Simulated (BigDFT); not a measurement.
Input of a BigDFT 1.9.6 run:

The input input.yaml:

```yaml
dft:
  hgrids: 0.51
  rmult: [6.0, 8.0]
  ixc: PBE
  gnrm_cv: 3.e-05
  ncong: 6
  idsx: 6
  itermax: 80
  nrepmax: 2
```

Contents of posinp.yaml:

```yaml
units: angstroem
positions:
- {Si: [4.51299996, 4.52099997, 4.5693395]}
- {S: [4.51299996, 4.52099997, 6.49866052]}
```

Potentials or basis: UZH-GTH-PBE (S q6, Si q4).

The run is started by

```bash
$ OMP_NUM_THREADS=1 bigdft  # reads input.yaml, posinp.yaml, psppar.S, psppar.Si
```

**Question.** What does it give for the dipole moment?

**Answer.** 1.53 D.

**Question.** Predict the highest occupied level.

**Answer.** -6.94 eV.

Forces in eV/Å, atoms in the order of the input:
```
Si   0.000  0.000 -0.421
S    0.000  0.000  0.421
```

Caveat: boundaries are free: the box only frames the coordinates.
